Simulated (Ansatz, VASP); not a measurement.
Rh: VASP beside Ansatz

The input INCAR:

```
PREC     = Accurate       # precision mode
ENCUT    = 520            # plane-wave cutoff, eV
EDIFF    = 1E-6           # SCF threshold, eV
ISMEAR   = -1             # smearing method
SIGMA    = 0.08           # smearing width, eV
LREAL    = False          # projectors in reciprocal space
LASPH    = True           # aspherical terms in the spheres
NELM     = 100            # most SCF steps
ALGO     = Normal         # electronic algorithm
ISIF     = 2              # what is computed and relaxed
LWAVE    = False          # write WAVECAR
LCHARG   = False          # write CHGCAR
GGA      = PE             # functional
NBANDS   = 14             # bands
```

KPOINTS

```
regular mesh
0
Gamma
  16 16 16
```

File POSCAR:

```
Rh
1.0
    0.0000000000      1.9205655000      1.9015500000
    1.9205655000      0.0000000000      1.9015500000
    1.9205655000      1.9205655000      0.0000000000
Rh
1
Direct
    0.0000000000      0.0000000000      0.0000000000
```

Input for Ansatz:

```yaml
crystal:
  lattice:
    - [0.0, 1.9205655, 1.90155]
    - [1.9205655, 0.0, 1.90155]
    - [1.9205655, 1.9205655, 0.0]
  atoms:
    - { symbol: Rh, position: [0.0, 0.0, 0.0] }
kpoints:
  mp_grid: { grid: [16, 16, 16] }
  band_path:
    path:
      - [0.0, 0.0, 0.0]
      - [0.0, 0.5, 0.5]
      - [0.25, 0.75, 0.5]
      - [0.0, 0.5, 0.0]
      - [0.0, 0.0, 0.0]
      - [0.5, 0.5, 0.0]
      - [0.3775125, 0.6224875, 0.0]
      - [-0.3775125, 0.3775125, 0.0]
      - [0.0, 0.0, 0.0]
    npoints: 5
scf:
  occupations: { method: fermi_dirac, width: 0.08 }
hamiltonian:
  xc: pbe
  pseudopotentials: { kind: all_electron, lapw: { basis_error: 0.001 } }
output:
  forces: true
  stress: true
  eigenvalues: true
```

Change from the starting cell: equal xx and yy strain of +1 %.

Alike in both runs: task single point; functional PBE; k mesh 16 × 16 × 16; occupations fermi-dirac, width 0.08 eV; no spin polarisation.

|  | VASP | Ansatz |
| --- | --- | --- |
| version | VASP 6.6.1 | Ansatz 0.2.0 |
| potentials or method | VASP PAW PBE potentials, release 64 (Rh_pv) | all-electron LAPW, scalar-relativistic |
| plane-wave cutoff (eV) | 520 | see its input |

|  | VASP | Ansatz | Ansatz less VASP |
| --- | --- | --- | --- |
| pressure (GPa) | 0.6 | 0.6 | -0.07 |
| largest component of the traceless stress (GPa) | 1.50 | 1.50 | +0.004 |

Ansatz ran all-electron here, so the differences hold the error of VASP's frozen core and of both bases.
